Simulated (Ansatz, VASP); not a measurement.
Ca in VASP and in Ansatz

```xyz
1
Lattice="3.4887 0.0000 0.0000 0.0000 3.4887 0.0000 0.0000 0.0000 3.4887" Properties=species:S:1:pos:R:3 pbc="T T T"
Ca    0.0000    0.0000    0.0000
```

This isn't the form of Ca at room conditions, which is fcc.

Alike in both runs: task single point; functional LDA; k mesh 14 × 14 × 14; occupations gaussian, width 0.15 eV; no spin polarisation.

```csv
,VASP,Ansatz
version,VASP 6.6.1,Ansatz 0.2.0
potentials or method,"VASP PAW LDA potentials, release 64 (Ca_sv)","scalar-relativistic, plane waves, PAW"
plane-wave cutoff (eV),520,420
valence electrons in the cell,10,10
```

|  | VASP | Ansatz | Ansatz less VASP |
| --- | --- | --- | --- |
| gap on the k mesh at the Fermi level (eV) | none | none | - |
| pressure (GPa) | -1.2 | -1.2 | +0.01 |

A gap of «none» marks a metal or a gap that the smearing closes.
